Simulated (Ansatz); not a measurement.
Ba under changes of volume

One of the cells (67.563 Å³/atom); the others are scaled copies at fixed shape and fractional positions:

```
Ba
1.0
     0.00000    3.23267    3.23267
     3.23267    0.00000    3.23267
     3.23267    3.23267    0.00000
Ba
1
Direct
  0.00000 0.00000 0.00000
```

This isn't the form of Ba at room conditions, which is bcc.

- Program: Ansatz 0.2.0
- Functional: PBE
- Potentials or basis: Ansatz PAW
- Cutoff: 420 eV (not typed: the program's choice for these potentials)
- k mesh: 7 × 7 × 7
- Occupations: fermi-dirac, width 0.05 eV
- Spin: no spin polarisation

| volume (Å³/atom) | energy over the lowest point (meV/atom) | pressure (GPa) |
| --- | --- | --- |
| 63.510 | 0.90 | 0.2 |
| 64.861 | 0.00 | 0.0 |
| 66.212 | 0.72 | -0.2 |
| 67.563 | 2.93 | -0.3 |
| 68.915 | 6.50 | -0.5 |
| 70.266 | ? | ? |
| 71.617 | 17.29 | -0.8 |

Problem. What does the run at 70.266 Å³/atom give?

Solution. Energy over the lowest point 11.33 meV/atom; pressure -0.6 GPa.

Worked out: A Birch-Murnaghan fit of order 3 (a polynomial in V^(-2/3)) to the other rows has its minimum at 64.92 Å³/atom with B0 = V·E''(V) = 9.2 GPa and B' = 3.2. It gives 11.32 meV/atom at 70.266 Å³/atom, against the run's 11.33, and -dE/dV = -0.6 GPa, against -0.6.

Energies are extrapolated to zero smearing.
